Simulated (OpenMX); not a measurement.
**PbO (Litharge) in OpenMX: the effect of biaxial strain**

PbO (Litharge):

```
Pb O
1.0
     3.83040    0.00000    0.00000
     0.00000    3.83040    0.00000
     0.00000    0.00000    5.01000
Pb O
2 2
Direct
  0.50000 0.00000 0.76000
  0.00000 0.50000 0.24000
  0.50000 0.50000 0.00000
  0.00000 0.00000 0.00000
```

Alike in all runs:

```yaml
Program: OpenMX 3.8.5
Task: band structure
Functional: PBE
Potentials_or_basis: OpenMX 2013 PBE set, Pb8.0-s3p2d2f1, O6.0-s2p2d1, grid cutoff 500 Ry
k_mesh: 5 × 5 × 5
Occupations: fermi-dirac, width 0.05 eV
Spin: no spin polarisation
```

```tsv
biaxial strain	pressure (GPa)	largest force (eV/Å)
-4 %	13.5	1.42
-2 %	8.4	0.85
0 %	?	?
2 %	0.9	0.06
4 %	-2.0	0.41
```

What does the run with biaxial strain 0 % give?

Pressure 4.2 GPa; largest force 0.36 eV/Å.

Worked out: A parabola through the other rows of the pressure, of slope -1.93 GPa per % there, gives 4.3 GPa, against the run's 4.2. A parabola through the other rows of the largest force, of slope -0.141 eV/Å per % there, gives 0.30 eV/Å, against the run's 0.36.

Caveats: the basis of atomic orbitals isn't converged, which shifts pressures, moduli and gaps; forces of over 1 eV/Å show positions far from the minimum, so gaps and moduli don't describe the material at rest (some runs).
